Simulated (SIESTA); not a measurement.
Runs of SIESTA 5.4.2 on TiSi2. Symmetry: Fddd, No. 70, orthorhombic system. The conventional cell has a = 4.779 Å, b = 8.235 Å, c = 8.526 Å, α = 90.00°, β = 90.00°, γ = 90.00°. Ti (site symmetry 222) is surrounded by 10 Si at 2.55 to 2.78 Å. Si (site symmetry 2) is surrounded by 5 Si at 2.52 to 2.79 Å and 5 Ti at 2.55 to 2.78 Å. The cell is a database's computed one.

| potentials or basis | gap on the mesh (eV) | pressure (GPa) | largest force (eV/Å) |
| --- | --- | --- | --- |
| PseudoDojo 0.4 standard (PBEsol files), DZP (energy shift 0.003 Ry; two zetas on semicore shells) | none | -1.3 | 0.05 |
| PseudoDojo 0.4 standard (PBEsol files), DZ (energy shift 0.003 Ry; two zetas on semicore shells) | none | (b) | 0.24 |
| PseudoDojo 0.4 standard (PBEsol files), SZ (energy shift 0.003 Ry) | none | 18.0 | (a) |
| PseudoDojo 0.4 standard (PBEsol files), SZP (energy shift 0.003 Ry) | none | 1.6 | 0.17 |
| PseudoDojo 0.4 standard (PBEsol files), TZP (energy shift 0.003 Ry; two zetas on semicore shells) | none | (c) | 0.06 |

Alike in all rows: task band structure; level PBEsol; no spin polarisation; cell as given; k mesh 7 × 7 × 7; smearing fermi-dirac 0.05 eV; grid cutoff 800 Ry; energy shift 0.003 Ry.

Problem. Fill in the values left out.

Solution. (a) 0.29; (b) 5.8; (c) -1.8.

Caveats: the basis of atomic orbitals isn't converged, which shifts pressures, moduli and gaps; the basis has no polarisation orbitals (some runs).

A gap of «none» marks a metal or a gap under the smearing width.
